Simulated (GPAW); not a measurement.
The system is ZnS (Wurtzite-2H).

```
Zn S
1.0
     3.81100    0.00000    0.00000
    -1.90550    3.30042    0.00000
     0.00000    0.00000    6.23400
Zn S
2 2
Direct
  0.66667 0.33333 0.50000
  0.33333 0.66667 0.00000
  0.66667 0.33333 0.88500
  0.33333 0.66667 0.38500
```

Base run:

| Quantity | Value |
| --- | --- |
| Program | GPAW 26.7.0 |
| Functional | vdW-DF-cx |
| Potentials or basis | GPAW PAW data sets (gpaw-data 1.2.1) |
| Cutoff | 600 eV |
| Basis | pw |
| k mesh | 6 × 6 × 3 |
| Occupations | fermi-dirac, width 0.05 eV |
| Spin | no spin polarisation |

Its results: band gap on the k mesh 2.24 eV, direct; largest force 0.337 eV/Å.

**Question.** The run is repeated on the same cell with these changes: functional from vdW-DF-cx to TPSS. What comes out?

**Answer.** Band gap on the k mesh 2.40 eV, direct; largest force 0.325 eV/Å.

Caveats: the PAW data sets were made with another functional, which shifts forces and pressure a little.

Not every run made on this cell is shown here.
